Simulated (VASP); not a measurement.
# MgSn2N2 (P-3m1) in VASP: further runs, part 2 of 2

VASP 6.6.1. The steps go on from the part before.

## 3. Relaxation of cell and atoms, PBE

This run uses another cell than the first one, of 24.42 Å³/atom, 1.073 times its volume.

File INCAR:

```
PREC = Accurate
ENCUT = 520
EDIFF = 1E-7
ISMEAR = 0
SIGMA = 0.1
LREAL = F
LASPH = T
NELM = 120
ALGO = Normal
ISIF = 3
LWAVE = F
LCHARG = F
GGA = PE
IBRION = 2
NSW = 60
EDIFFG = -0.005
POTIM = 0.3
KPAR = 4
```

File KPOINTS:

```
Automatic mesh
0
Gamma
  8 8 6
```

File POSCAR:

```
MgSn2N2                                 
1.0
    5.0394543671      0.0000000001      0.0000000000
   -2.5197271784      4.3642954985      0.0000000000
    0.0000000000      0.0000000000      5.5511249733
  Mg              Sn              N             
     1     2     2
Direct
     0.0000000000000000    0.0000000000000000    0.5000000000000000
     0.3333333300000021    0.6666666699999979    0.3546060617734257
     0.6666666699999979    0.3333333300000021    0.6453939382265743
     0.0000000000000000    0.0000000000000000    0.1028733411470903
     1.0000000000000000    0.0000000000000000    0.8971266588529097
```

Potentials or basis: VASP PAW PBE potentials, release 64 (Mg, Sn_d, N).

Run with:

```console
$ cat potpaw_PBE.64/Mg/POTCAR potpaw_PBE.64/Sn_d/POTCAR potpaw_PBE.64/N/POTCAR > POTCAR
$ mpirun -np 4 vasp_std > vasp.out
```

It took 95 s on 4 MPI ranks of Intel Xeon Platinum 8559C (Emerald Rapids), shared host; peak memory 0.35 GiB.

Results (log left out):

* Free energy: -24.8512 eV
* Energy gained by relaxing: 0.0 meV/atom
* Ionic steps: 3
* Pressure after relaxing: 0.0 GPa
* Band gap on the k mesh: none (metal or under the smearing width)

Forces on the atoms (eV/Å):
```
Mg   0.000  0.000  0.000
Sn   0.000  0.000  0.003
Sn   0.000  0.000 -0.003
N    0.000  0.000  0.001
N    0.000  0.000 -0.001
```

Final structure:
```
CELL_PARAMETERS angstrom
5.03948 0.00000 0.00000
-2.51974 4.36432 0.00000
0.00000 0.00000 5.55087
ATOMIC_POSITIONS crystal
Mg 0.00000 0.00000 0.50000
Sn 0.33333 0.66667 0.35461
Sn 0.66667 0.33333 0.64539
N 0.00000 0.00000 0.10285
N 0.00000 0.00000 0.89715
```

Levels at points of the mesh, in eV from the Fermi level:
```tsv
k point	band 17	band 18	band 19	band 20	band 21	band 22	band 23	band 24
(0.00, 0.00, 0.00)	-4.47	-0.92	-0.92	-0.30	0.74	0.74	0.82	0.82
(0.50, 0.00, 0.00)	-6.08	-2.06	-1.81	-0.04	0.17	0.54	2.17	2.70
(0.00, 0.00, 0.50)	-4.56	-0.68	-0.68	-0.59	-0.59	0.23	1.05	2.58
(0.50, 0.00, 0.50)	-6.11	-2.38	-2.16	-0.71	0.63	0.96	1.74	2.54
```

Caveat: the standard files for N, O and F lose accuracy on very short bonds.

## 4. Single point, r2SCAN

This run uses another cell than the first one, of 24.42 Å³/atom, 1.073 times its volume.

File INCAR:

```
ALGO = Normal
EDIFF = 1E-6
ENCUT = 520
ISIF = 2
ISMEAR = 0
KPAR = 4
LASPH = True
LCHARG = False
LMIXTAU = True
LREAL = False
LWAVE = False
METAGGA = R2SCAN
NELM = 150
PREC = Accurate
SIGMA = 0.1
```

File KPOINTS:

```
k-points
0
Gamma
  8 8 6
```

File POSCAR:

```
MgSn2N2                                 
1.0
    5.0394775090      0.0000000001      0.0000000000
   -2.5197387493      4.3643155400      0.0000000000
    0.0000000000      0.0000000000      5.5508715504
  Mg              Sn              N             
     1     2     2
Direct
     0.0000000000000000    0.0000000000000000    0.5000000000000000
     0.3333333300000021    0.6666666699999979    0.3546081610304326
     0.6666666699999979    0.3333333300000021    0.6453918389695674
     1.0000000000000000    0.0000000000000000    0.1028467113516568
     0.0000000000000000    0.0000000000000000    0.8971532886483431
```

Potentials or basis: VASP PAW PBE potentials, release 64 (Mg, Sn_d, N).

Run with:

```console
$ cat potpaw_PBE.64/Mg/POTCAR potpaw_PBE.64/Sn_d/POTCAR potpaw_PBE.64/N/POTCAR > POTCAR
$ mpirun -np 4 vasp_std > vasp.out
```

OUTCAR:

```text
EDIFF = 1E-6
   ENCUT = 520
   ISIF = 2
   ISMEAR = 0
   LASPH = True
   LREAL = False
   METAGGA = R2SCAN
   NELM = 150
   PREC = Accurate

 ion  position               nearest neighbor table
   1  0.000  0.000  0.500-   4 2.20   5 2.20   2 3.02   3 3.02   2 3.02   3 3.02   3 3.02   2 3.02

   2  0.333  0.667  0.355-   1 3.02   1 3.02   1 3.02   3 3.33   3 3.33   3 3.33
   3  0.667  0.333  0.645-   1 3.02   1 3.02   1 3.02   2 3.33   2 3.33   2 3.33
   4  0.000  0.000  0.103-   5 1.14   1 2.20
[... 855 lines left out ...]
  --------------------------------------------------------------------------------------
  -------------------------------------------------------------------------------------
  Total       -0.7355309     -0.7355309     -1.9708514     -0.0000000      0.0000000     -0.0000000
  in kB       -9.6526971     -9.6526971    -25.8643531     -0.0000000      0.0000000     -0.0000000
  external PRESSURE =     -15.0565824 kB  Pullay stress =       0.0000000 kB

 VOLUME and BASIS-vectors are now :
 -----------------------------------------------------------------------------
  energy-cutoff  :      520.00
  volume of cell :      122.09
      direct lattice vectors                 reciprocal lattice vectors
     5.039477509  0.000000000  0.000000000     0.198433270  0.114565502  0.000000000
    -2.519738749  4.364315540  0.000000000    -0.000000000  0.229131004  0.000000000
     0.000000000  0.000000000  5.550871550     0.000000000  0.000000000  0.180151890

 POSITION                                       TOTAL-FORCE (eV/Angst)
 -----------------------------------------------------------------------------------
      0.00000      0.00000      2.77544         0.000000      0.000000      0.000000
     -0.00000      2.90954      1.96838        -0.000000      0.000000      0.071308
      2.51974      1.45477      3.58249         0.000000      0.000000     -0.071308
      0.00000      0.00000      0.57089         0.000000      0.000000     -1.080186
      0.00000      0.00000      4.97998         0.000000     -0.000000      1.080186
 -----------------------------------------------------------------------------------
    total drift:                                0.000000     -0.000000     -0.000000

  FREE ENERGIE OF THE ION-ELECTRON SYSTEM (eV)
  ---------------------------------------------------
  free  energy   TOTEN  =       -70.7654664498 eV

  energy  without entropy=      -70.7596819177  energy(sigma->0) =      -70.76257418
```

OSZICAR:

```text
N       E                     dE             d eps       ncg     rms          rms(c)
DAV:   1     0.297486252560E+03    0.29749E+03   -0.20003E+04  2400   0.206E+03
DAV:   2    -0.301509790190E+02   -0.32764E+03   -0.32403E+03  2480   0.501E+02
DAV:   3    -0.778652010338E+02   -0.47714E+02   -0.47291E+02  3192   0.176E+02
[... 11 lines left out ...]
DAV:  15    -0.707654393322E+02   -0.36073E-03   -0.16164E-04  2920   0.128E-01    0.616E-03
DAV:  16    -0.707654409454E+02   -0.16132E-05   -0.67154E-06  2760   0.189E-02    0.601E-03
DAV:  17    -0.707654470275E+02   -0.60821E-05   -0.12596E-05  2584   0.369E-02    0.291E-03
DAV:  18    -0.707654656304E+02   -0.18603E-04   -0.60040E-06  2376   0.248E-02    0.978E-04
DAV:  19    -0.707654664498E+02   -0.81947E-06   -0.81301E-07  1784   0.796E-03
   1 F= -.70765466E+02 E0= -.70762574E+02  d E =-.578453E-02
```

stdout:

```text
POSCAR found type information on POSCAR MgSnN
 POSCAR found :  3 types and       5 ions
 scaLAPACK will be used
 -----------------------------------------------------------------------------
|                                                                             |
|                                                                             |
|     You enforced a specific xc type in the INCAR file but a different       |
|     I HOPE YOU KNOW WHAT YOU ARE DOING!                                     |
|                                                                             |
 -----------------------------------------------------------------------------

 LDA part: xc-table for (None), standard interpolation
 POSCAR, INCAR and KPOINTS ok, starting setup
 FFT: planning ... GRIDC
 FFT: planning ... GRID_SOFT
 FFT: planning ... GRID
 WAVECAR not read
 entering main loop
```

Wall time 3.3 min (4 MPI ranks of Intel Xeon Platinum 8559C (Emerald Rapids), shared host); peak memory 0.36 GiB.

What came out:

- Free energy: -70.7655 eV
- Pressure: -1.5 GPa
- Largest force: 1.080 eV/Å
- Band gap on the k mesh: none (metal or under the smearing width)

Forces on the atoms (eV/Å):
```
Mg   0.000  0.000  0.000
Sn   0.000  0.000  0.071
Sn   0.000  0.000 -0.071
N    0.000  0.000 -1.080
N    0.000  0.000  1.080
```

Stress tensor (GPa, compression positive):
```
-0.97  0.00  0.00
 0.00 -0.97  0.00
 0.00  0.00 -2.59
```

Caveat: the standard files for N, O and F lose accuracy on very short bonds; the PAW data sets were made with another functional, which shifts forces and pressure a little.
